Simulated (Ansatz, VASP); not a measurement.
Pt: VASP beside Ansatz

```xyz
1
Lattice="0.0000 1.8877 1.8877 1.8877 0.0000 1.8877 1.8877 1.8877 0.0000" Properties=species:S:1:pos:R:3 pbc="T T T"
Pt    0.0000    0.0000    0.0000
```

Alike in both runs: task single point; functional PBE; k mesh 18 × 18 × 18; occupations gaussian, width 0.1 eV; no spin polarisation.

|  | VASP | Ansatz |
| --- | --- | --- |
| version | VASP 6.6.1 | Ansatz 0.2.0 |
| potentials or method | VASP PAW PBE potentials, release 64 (Pt) | scalar-relativistic, plane waves, PAW |
| plane-wave cutoff (eV) | 520 | 420 |
| valence electrons in the cell | 10 | 18 |

|  | VASP | Ansatz | Ansatz less VASP |
| --- | --- | --- | --- |
| gap on the k mesh at the Fermi level (eV) | none | none | - |
| pressure (GPa) | 55.6 | 56.2 | +0.61 |

A gap of «none» marks a metal or a gap that the smearing closes. The two sets of potentials don't hold the same shells in valence.

Caveats: so large a pressure means that the cell lies far from this level's equilibrium, or that cutoff or potentials fall short (VASP). The runs have no spin-orbit coupling, so splittings on Pt are missing.
